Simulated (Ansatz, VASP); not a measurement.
# Cross-check of SiC (Moissanite 3C) between VASP and Ansatz

One calculation is typed for both programs; each brings its own data sets and cutoff. How far apart do they land? The cell is taken from a series of runs on this material, whose earlier steps may have relaxed or scaled it; both programs get it as it stands.

Calculated with Ansatz 0.2.0; plane waves, with VASP 6.6.1 beside it; single point at PBEsol with D3(BJ) and single point at LDA.

**1. Starting point**

The structure is cubic, space group F-43m (No. 216). Conventional cell: a = 4.313 Å, b = 4.313 Å, c = 4.313 Å, α = 90.00°, β = 90.00°, γ = 90.00°. Si has 4 C at 1.87 Å nearest. C has 4 Si at 1.87 Å nearest. Farther neighbours are not listed.

**2. VASP: single point, PBEsol with D3(BJ)**

With cell and atoms fixed, the geometry can't cause a difference; cores, projectors, grids and the points listed under the comparison can.

Lines of VASP's logs that name or quote its potential files are left out, and so is its time.

The input, INCAR:

```
SYSTEM = SiC
PREC = Accurate
ENCUT = 670
EDIFF = 1E-06
NELM = 100
ISMEAR = 0
SIGMA = 0.03
LREAL = .FALSE.
ALGO = Normal
GGA = PS
IVDW = 12
NBANDS = 10
LORBIT = 11
LWAVE = .FALSE.
LCHARG = .FALSE.
KPAR = 2
ISIF = 2
```

The input, POSCAR:

```
SiC
1.0
    0.0000000000      2.1564091100      2.1564091100
    2.1564091100      0.0000000000      2.1564091100
    2.1564091100      2.1564091100      0.0000000000
Si C
1 1
Direct
    0.0000000000      0.0000000000      0.0000000000
    0.7500000000      0.7500000000      0.7500000000
```

The input, KPOINTS:

```
Automatic mesh
0
Gamma
8 8 8
0 0 0
```

PAW data sets: Si_GW and C_GW (PBE family, release 64).

Launch:

```console
> mpirun -np 2 vasp_std
```

Numbers of over 12 decimals in the logs are rounded to 6 here.

The program printed:

```text
[banner, memory and clock lines left out]
running    2 mpi-ranks, on    1 nodes
 distrk:  each k-point on    1 cores,    2 groups
 distr:  one band on    1 cores,    1 groups

 POSCAR found type information on POSCAR SiC
 POSCAR found :  2 types and       2 ions
|                                                                             |
|               ----> ADVICE to this user running VASP <----                  |
|                                                                             |
|     You enforced a specific xc type in the INCAR file but a different       |
|     [... a line on the potential file left out ...]
|     I HOPE YOU KNOW WHAT YOU ARE DOING!                                     |
|                                                                             |

 LDA part: xc-table for (Slater+PW92), standard interpolation
 POSCAR, INCAR and KPOINTS ok, starting setup
 FFT: planning ... GRIDC
 FFT: planning ... GRID_SOFT
 FFT: planning ... GRID
 WAVECAR not read
 entering main loop
       N       E                     dE             d eps       ncg     rms          rms(c)
DAV:   1     0.921590688679E+01    0.92159E+01   -0.54397E+03   684   0.926E+02
DAV:   2    -0.171468686550E+02   -0.26363E+02   -0.24232E+02   868   0.176E+02
DAV:   3    -0.178054117624E+02   -0.65854E+00   -0.65690E+00   720   0.208E+01
DAV:   4    -0.178188908310E+02   -0.13479E-01   -0.13474E-01   814   0.366E+00
DAV:   5    -0.178191863865E+02   -0.29556E-03   -0.29553E-03   740   0.432E-01    0.694E+00
DAV:   6    -0.160130819736E+02    0.18061E+01   -0.64277E+00   900   0.171E+01    0.212E+00
DAV:   7    -0.159267302161E+02    0.86352E-01   -0.32703E-01   758   0.359E+00    0.110E+00
DAV:   8    -0.159100948992E+02    0.16635E-01   -0.22284E-02   802   0.154E+00    0.748E-02
DAV:   9    -0.159100835379E+02    0.11361E-04   -0.12470E-03   800   0.249E-01    0.349E-02
DAV:  10    -0.159101041707E+02   -0.20633E-04   -0.63930E-05   684   0.691E-02    0.924E-03
DAV:  11    -0.159101040386E+02    0.13209E-06   -0.13328E-05   884   0.289E-02    0.240E-03
DAV:  12    -0.159101041609E+02   -0.12233E-06   -0.30755E-07   358   0.673E-03
   1 F= -.16409233E+02 E0= -.16409233E+02  d E =-.574822E-26
```

OUTCAR, selected parts (step 2):

```text
ion  position               nearest neighbor table
   1  0.000  0.000  0.000-   2 1.87   2 1.87   2 1.87   2 1.87
   2  0.750  0.750  0.750-   1 1.87   1 1.87   1 1.87   1 1.87

  LATTYP: Found a face centered cubic cell.
 ALAT       =     4.3128182200

 Subroutine GETGRP returns: Found 24 space group operations
 (whereof 24 operations were pure point group operations)

The static configuration has the point symmetry T_d .

 Found     29 irreducible k-points:

   k-points           NKPTS =     29   k-points in BZ     NKDIM =     29   number of bands    NBANDS=     10

   dimension x,y,z NGX =    28 NGY =   28 NGZ =   28
   dimension x,y,z NGXF=    56 NGYF=   56 NGZF=   56

   ENCUT  =  670.0 eV  49.24 Ry    7.02 a.u.   6.44  6.44  6.44*2*pi/ulx,y,z

   NELECT =       8.0000    total number of electrons

 k-points in reciprocal lattice and weights: Automatic mesh
   0.00000000  0.00000000  0.00000000       0.002
   0.12500000  0.00000000  0.00000000       0.016
   0.25000000  0.00000000  0.00000000       0.016
   0.37500000  0.00000000  0.00000000       0.016
   0.50000000  0.00000000  0.00000000       0.008
   0.12500000  0.12500000  0.00000000       0.012
   0.25000000  0.12500000  0.00000000       0.047
   0.37500000  0.12500000  0.00000000       0.047
   0.50000000  0.12500000  0.00000000       0.047
[...]
-0.37500000  0.50000000  0.12500000       0.023
  -0.25000000  0.50000000  0.25000000       0.012

 average (electrostatic) potential at core
       1 -63.6242       2 -44.9388

 E-fermi :   8.2709

 k-point     1 :       0.0000    0.0000    0.0000
  band No.  band energies     occupation
      1      -7.6172      2.00000
      2       8.0562      2.00000
      3       8.0562      2.00000
      4       8.0562      2.00000
      5      14.6104      0.00000
      6      15.5180      0.00000
      7      15.5180      0.00000
      8      15.5180      0.00000
      9      22.6779      0.00000
    ...

 k-point     2 :       0.1250    0.0000    0.0000
  band No.  band energies     occupation
      1      -7.3038      2.00000
      2       6.5532      2.00000
      3       7.8524      2.00000
      4       7.8524      2.00000
      5      14.7650      0.00000
      6      15.8759      0.00000
      7      15.8759      0.00000
      8      16.1170      0.00000
      9      21.4023      0.00000
    ...

 k-point     3 :       0.2500    0.0000    0.0000
  band No.  band energies     occupation
      1      -6.3855      2.00000
      2       3.6835      2.00000
      3       7.4427      2.00000
      4       7.4427      2.00000
      5      14.2559      0.00000
      6      16.0902      0.00000
      7      16.0902      0.00000
      8      17.6122      0.00000
      9      21.2518      0.00000
    ...

 Edisp (eV)   -0.49913

  Total       0.42843     0.42843     0.42843    -0.00000    -0.00000    -0.00000
  in kB      34.22658    34.22658    34.22658    -0.00000    -0.00000    -0.00000
  external pressure =       34.23 kB  Pullay stress =        0.00 kB

  energy-cutoff  :      670.00
  volume of cell :       20.06
      direct lattice vectors                 reciprocal lattice vectors
     0.000000000  2.156409110  2.156409110    -0.231866948  0.231866948  0.231866948
     2.156409110  0.000000000  2.156409110     0.231866948 -0.231866948  0.231866948
     2.156409110  2.156409110  0.000000000     0.231866948  0.231866948 -0.231866948

 POSITION                                       TOTAL-FORCE (eV/Angst)
 -----------------------------------------------------------------------------------
      0.00000      0.00000      0.00000         0.000000      0.000000      0.000000
      3.23461      3.23461      3.23461        -0.000000     -0.000000     -0.000000
 -----------------------------------------------------------------------------------
    total drift:                               -0.000000     -0.000000     -0.000000

  FREE ENERGIE OF THE ION-ELECTRON SYSTEM (eV)
  ---------------------------------------------------
  free  energy   TOTEN  =       -16.4092325735 eV

  energy  without entropy=      -16.4092325735  energy(sigma->0) =      -16.40923257

 total charge
# of ion       s       p       d       tot
------------------------------------------
    1        0.691   0.975   0.225   1.892
    2        0.808   1.691   0.000   2.500
--------------------------------------------------
tot          1.500   2.667   0.225   4.392

[... 3 further parts left out ...]
```

The run ends at a pressure of 3.42 GPa.

**3. Ansatz: single point, PBEsol with D3(BJ)**

Ansatz runs on its default PAW (the set named soft_2) files.

The same cell, functional, mesh and smearing now go to Ansatz, which takes its cutoff from its data sets.

The input, input.yaml:

```yaml
crystal:
  lattice:
    - [0.0, 2.15640911, 2.15640911]
    - [2.15640911, 0.0, 2.15640911]
    - [2.15640911, 2.15640911, 0.0]
  atoms:
    - { symbol: Si, position: [0.0, 0.0, 0.0] }
    - { symbol: C, position: [0.75, 0.75, 0.75] }
hamiltonian:
  xc: pbesol
  pseudopotentials: { kind: paw }
  dispersion: d3bj
kpoints:
  mp_grid: { grid: [8, 8, 8] }
scf:
  occupations: { method: gaussian, width: 0.03 }
  n_extra_bands: 4
output:
  forces: true
  stress: true
  eigenvalues: true
```

Launch:

```console
> ansatz run input.yaml --threads 2 --pin off --max-ram 4608MiB --backend cpu --events-out ev --progress --plain --runs-dir out
```

The program printed:

```text
scf.n_extra_bands = 4 over 4 filled bands (N_el = 8.0): the run solves 8 bands
Engine: ansatz 0.2.0, aarch64-unknown-linux-gnu
Pseudopotentials: kind: paw
Pseudopotential: Si, paw, valence charge 4, recommended cutoff 420 eV (normal), Si.paw.azcp
Pseudopotential: C, paw, valence charge 4, recommended cutoff 420 eV (normal), C.paw.azcp
Functional definition: PBEsol
  exchange = pbesol_x
  correlation = pbesol_c
Crystal: 2 atoms, lattice volume = 20.055 Å³
Basis set: ecut = 420 eV, 387 PW (Γ), exchange–correlation on 48×48×48 points (8 copies of the dense FFT grid, shifted against one another)
Bands: 8, of which v1, the nominal top of the filled ones, is band 4 counted from 1 (3 counted from 0)
Symmetry: 24 space group operations
Space group: F-43m (ITA 216), of the structure as read, at distance tolerance 2.7e-5 Å
k-points: 29 of 512 (time reversal used)
Non-local potential: Si, projectors of the file, l = 0: 2, l = 1: 2, l = 2: 2
Non-local potential: C, projectors of the file, l = 0: 2, l = 1: 2, l = 2: 1
PAW form: soft (Blöchl's): semilocal exchange-correlation on the pseudo side does not see the compensation charge
PAW frozen core: Si, regenerated for the run's functional, and the local potential with it (the file was generated under x = pbe(κ = 0.804, μ = 0.219515), c = pbe(β = 0.066725))
PAW frozen core: C, regenerated for the run's functional, and the local potential with it (the file was generated under x = pbe(κ = 0.804, μ = 0.219515), c = pbe(β = 0.066725))
PAW one-centre angular grid: Si, 110 points (default); XC on 64 Gauss nodes
PAW one-centre angular grid: C, 110 points (default); XC on 64 Gauss nodes
Initial density: superposition of atomic densities (neutral atoms: chi_scale 0, normalization atom), corrected by the library's trained network
Initial wavefunctions: pseudopotential atomic-orbital guess
Functional: x = pbesol(κ = 0.804, μ = 0.123457), c = pbesol(β = 0.046)
SCF iter   1: F=—  HF=-869.194934 eV  |F-HF|=—  |Δ(HF+E_count)|=         —  Δρ=7.90e-3  dr2=1.48e-2  ethr=1.77e-3  ⟨swp⟩=5.9  Hψ=1916  notcnv=0
preconditioner: auto → none  [insulator: Δε(μ)=1.114 eV  Ē_g=14.236 eV  σ=0.030 eV  W_gap=1.00  n_scr=0 (ndim 8)  ℏωp=23.5 eV  f_vac=0.000  D(μ)=0.00/eV (n_scr^D=0)  ε∞_Penn≈3.7]
SCF iter   2: F=—  HF=-869.190831 eV  |F-HF|=—  |Δ(HF+E_count)|=   4.10e-3  Δρ=2.20e-3  dr2=7.52e-4  ethr=1.85e-4  ⟨swp⟩=2.6  Hψ=627  notcnv=0
SCF iter   3: F=—  HF=-869.190625 eV  |F-HF|=—  |Δ(HF+E_count)|=   2.05e-4  Δρ=7.28e-4  dr2=6.26e-5  ethr=9.39e-6  ⟨swp⟩=2.7  Hψ=345  notcnv=0
SCF iter   4: F=—  HF=-869.190630 eV  |F-HF|=—  |Δ(HF+E_count)|=   4.98e-6  Δρ=9.97e-5  dr2=8.51e-7  ethr=7.82e-7  ⟨swp⟩=2.0  Hψ=342  notcnv=0
iter 5 did not close the SCF: its close was put off for the readings that it lacked (scf_convergence_deferred on its scf_iter line)
SCF iter   5: F=-869.190631 eV  HF=-869.190631 eV  |F-HF|=3.05e-9  |Δ(HF+E_count)|=   5.53e-7  Δρ=5.99e-6  dr2=6.39e-9  ethr=1.06e-8  ⟨swp⟩=2.1  Hψ=329  notcnv=0
SCF iter   6: F=-869.190631 eV  HF=-869.190631 eV  |F-HF|=1.21e-11  |Δ(HF+E_count)|=   1.01e-9  Δρ=1.49e-6  dr2=2.62e-10  ethr=7.98e-11  ⟨swp⟩=1.8  Hψ=700  notcnv=0
SCF 1 converged in 6 iterations: F = -869.190631 eV  dr2 = 2.62e-10
  greatest PAW one-centre occupation: 0.647 electrons in one spin orbital (limit 2), on the C atom at site 1 (counted from 0), in its partial waves of l = 0
SCF converged after 6 iterations
Free energy (F): -869.190631 eV
Harris-Foulkes:  -869.190631 eV  (|F-HF|=1.21e-11)
Internal energy: -869.190631 eV  (E = F + TS)
E sigma→0 (E₀):  -869.190631 eV
Fermi energy:    10.424646 eV
--- Per-component energies (eV) ---
  E_band       = 30.606556
  E_kinetic    = 136.988104
  E_local      = -101.927034  (includes V_loc(G=0)·N_el)
  E_nonlocal   = 52.403544
  E_hartree    = 31.244215
  E_xc         = -105.189451
  E_vxc        = -109.876783  (∫ρ·V_xc dr)
  E_paw        = -594.496205  (= ΣΔE_a)
  E_vpaw       = -9.469642  (= ΣTr[D̂ρ^β])
  E_aug_tail   = 0.000014  (compensation charges beyond the density's cutoff)
  E_ewald      = -287.767221
  E_disp       = -0.499258  (pairwise vdW)
  E_core_change = 0.052661  (= ΣΔE_core)
  E_smearing   = -0.000000  (= −TS)
  E_closure    = 0.000000  (closes the sum)
  Σ components = -869.190631   (vs F -869.190631, Δ=0.00e0)
--- Forces (eV/Å), atoms counted from 1 ---
  atom   1  Si    -0.00000000     0.00000000    -0.00000000
  atom   2  C      0.00000000    -0.00000000    -0.00000000
  max |Σ_I F_I| component: 1.85e-16 eV/Å
--- Stress (GPa, compression-positive) ---
        3.117083       0.000000       0.000000
       -0.000000       3.117083       0.000000
        0.000000       0.000000       3.117083
  P = ⅓ Tr σ = 3.1171 GPa (31.171 kbar)
--- Band table (eV; the first three rows and the last of 29) ---
  k-point 0: bands = ["-5.8526", "9.8176", "9.8176", "9.8176", "16.3474", "17.2775", "17.2775", "17.2775"]
  k-point 1: bands = ["-5.5390", "8.3153", "9.6138", "9.6138", "16.5127", "17.6352", "17.6352", "17.8675"]
  k-point 2: bands = ["-4.6204", "5.4471", "9.2037", "9.2037", "16.0096", "17.8505", "17.8505", "19.3591"]
  k-point 28: bands = ["-0.3791", "2.7302", "4.6245", "4.9517", "14.9816", "19.4345", "19.5703", "19.5873"]
```

The run ends at a pressure of 3.12 GPa.

**4. Comparison**

Known differences besides the PAW data sets themselves: the cutoff is 420 eV in Ansatz and 670 eV in VASP; Ansatz makes its cores anew for this functional, VASP keeps those of its PBE data sets; VASP leaves aspherical gradient terms in its spheres out (LASPH is not set), Ansatz keeps them. Total energies have different zeros and are not compared.

The two programs side by side:

```tsv
quantity	Ansatz	VASP	difference
pressure (GPa)	3.12	3.42	-0.31
gap on the k mesh (eV)	1.214	1.210	+0.005
```

Ansatz's pressure holds a Pulay correction of 0.30 GPa; VASP's holds none.

**5. Further runs**

How far does this hang on the set-up? Further runs change one program's set-up at a time, as the table lists.

```tsv
run	difference in gap on the k mesh (eV)
as above	0.0046
VASP with the data sets Si and C_h and a cutoff of 1190 eV	0.0086
```

**6. Ansatz: single point, LDA**

With cell and atoms fixed, the geometry can't cause a difference; cores, projectors, grids and the points listed under the comparison can. The cell compared in this pair holds 20.02 Å³, against 20.06 Å³ for the pair before.

The cell is taken from a series of runs on this material, whose earlier steps may have relaxed or scaled it; both programs get it as it stands.

input.yaml, the sections that differ from step 3:

```yaml
crystal:
  lattice:
    - [0.0, 2.15507624, 2.15507624]
    - [2.15507624, 0.0, 2.15507624]
    - [2.15507624, 2.15507624, 0.0]
  atoms:
    - { symbol: Si, position: [0.0, 0.0, 0.0] }
    - { symbol: C, position: [0.75, 0.75, 0.75] }
hamiltonian:
  xc: lda
  pseudopotentials: { kind: paw }
# kpoints, scf, output: as in step 3
```

The program printed:

```text
[...]
Crystal: 2 atoms, lattice volume = 20.018 Å³
Basis set: ecut = 420 eV, 387 PW (Γ)
Bands: 8, of which v1, the nominal top of the filled ones, is band 4 counted from 1 (3 counted from 0)
Symmetry: 24 space group operations
[...]
k-points: 29 of 512 (time reversal used)
[...]
Free energy (F): -852.196929 eV
[...]
Internal energy: -852.196929 eV  (E = F + TS)
E sigma→0 (E₀):  -852.196929 eV
Fermi energy:    10.309600 eV
[...]
--- Stress (GPa, compression-positive) ---
        3.088765      -0.000000      -0.000000
       -0.000000       3.088765       0.000000
       -0.000000       0.000000       3.088765
  P = ⅓ Tr σ = 3.0888 GPa (30.888 kbar)
--- Band table (eV; the first three rows and the last of 29) ---
[...]
[key lines of the parts left out:]
SCF converged after 6 iterations
```

The run ends at a pressure of 3.09 GPa.

**7. VASP: single point, LDA**

The same cell, functional (in two slightly different forms), mesh and smearing now go to VASP, with its own data sets and cutoff.

INCAR: that of step 2 with these lines changed.

```diff
@@ -2,3 +2,3 @@
 PREC = Accurate
-ENCUT = 670
+ENCUT = 520
 EDIFF = 1E-06
@@ -9,4 +9,3 @@
 ALGO = Normal
-GGA = PS
-IVDW = 12
+GGA = PW92
 NBANDS = 10
```

The input, POSCAR:

```
SiC
1.0
    0.0000000000      2.1550762400      2.1550762400
    2.1550762400      0.0000000000      2.1550762400
    2.1550762400      2.1550762400      0.0000000000
Si C
1 1
Direct
    0.0000000000      0.0000000000      0.0000000000
    0.7500000000      0.7500000000      0.7500000000
```

KPOINTS is that of step 2.

Potentials, in the order of the species: Si and C (LDA family, release 64).

Launch:

```console
> mpirun -np 2 vasp_std
```

The program printed:

```text
[banner, memory and clock lines left out]
running    2 mpi-ranks, on    1 nodes
[...]
[... a notice as in an earlier step ...]

 LDA part: xc-table for (Slater(with rela. corr.)+PW92), standard interpolation
 POSCAR, INCAR and KPOINTS ok, starting setup
[...]
entering main loop
       N       E                     dE             d eps       ncg     rms          rms(c)
DAV:   1     0.198483332690E+01    0.19848E+01   -0.38401E+03   596   0.666E+02
DAV:   2    -0.181317069355E+02   -0.20117E+02   -0.19212E+02   786   0.114E+02
DAV:   3    -0.187924787708E+02   -0.66077E+00   -0.66001E+00   684   0.172E+01
DAV:   4    -0.187955082805E+02   -0.30295E-02   -0.30289E-02   700   0.150E+00
[...]
DAV:   9    -0.166491909043E+02    0.35478E-03   -0.17702E-03   712   0.248E-01    0.949E-02
DAV:  10    -0.166492038221E+02   -0.12918E-04   -0.10761E-04   612   0.695E-02    0.319E-02
DAV:  11    -0.166492042032E+02   -0.38109E-06   -0.26727E-06   666   0.114E-02
   1 F= -.16649204E+02 E0= -.16649204E+02  d E =-.122051E-13
```

Parts of OUTCAR (step 7):

```text
  Total        0.4026440      0.4026440      0.4026440      0.0000000     -0.0000000     -0.0000000
  in kB       32.2265532     32.2265532     32.2265532      0.0000000     -0.0000000     -0.0000000
  external PRESSURE =      32.2265532 kB  Pullay stress =       0.0000000 kB

 POSITION                                       TOTAL-FORCE (eV/Angst)
 -----------------------------------------------------------------------------------
      0.00000      0.00000      0.00000        -0.000000     -0.000000     -0.000000
      3.23261      3.23261      3.23261         0.000000      0.000000      0.000000
 -----------------------------------------------------------------------------------
    total drift:                               -0.000000     -0.000000     -0.000000

  FREE ENERGIE OF THE ION-ELECTRON SYSTEM (eV)
  ---------------------------------------------------
  free  energy   TOTEN  =       -16.6492042032 eV

  energy  without entropy=      -16.6492042032  energy(sigma->0) =      -16.64920420

[... 1 part as in an earlier step ...]

[... 2 further parts left out ...]
[key lines of the parts left out:]
E-fermi :   8.5866
```

The run ends at a pressure of 3.22 GPa.

**8. Differences**

What differs besides the data sets and the points named for the pairs above, as far as they apply: the cutoff is 420 eV in Ansatz and 520 eV in VASP; Ansatz makes its cores anew for this functional, VASP keeps those of its LDA data sets. Total energies have different zeros and are not compared.

The two programs side by side:

```tsv
quantity	Ansatz	VASP	difference
pressure (GPa)	3.09	3.22	-0.13
gap on the k mesh (eV)	1.288	1.280	+0.008
```

Ansatz's pressure holds a Pulay correction of 0.41 GPa; VASP's holds none.

**9. What moves the difference**

How far does this hang on the set-up? Further runs change one program's set-up at a time, as the table lists.

```tsv
run	difference in gap on the k mesh (eV)
as above	0.0077
VASP with the data sets Si_GW and C_GW, a cutoff of 670 eV and GGA = CA, the Perdew-Zunger form of LDA	0.0072
VASP with the data sets Si and C_h, a cutoff of 1190 eV and GGA = CA, the Perdew-Zunger form of LDA	0.011
```

**10. Results**

- difference in gap on the k mesh (single point, PBEsol with D3(BJ)): 0.0046 eV
- difference in gap on the k mesh (single point, LDA): 0.0077 eV

What this shows: The difference in gap on the k mesh is 0.0077 eV (single point, LDA), within the 0.08 eV picked in this series as the mark of a large difference. For single point, PBEsol with D3(BJ): no further run halves the difference in gap on the k mesh. For single point, LDA: no further run halves the difference in gap on the k mesh. How closely two codes agree says nothing of how well the functional describes the real material.

[Lines on the potential files, build, host, timing and source positions are cut from VASP's logs without a mark.]

[Logs are printed without paths, hosts, clocks, repeated set-up lines and the standing remarks that a program may print on its own settings, such as how far it seeks lower states.]

[Hosts, paths, dates, database ids (printed as entryN), source tags and the programs' standing remarks are cut or masked in the printed files.]
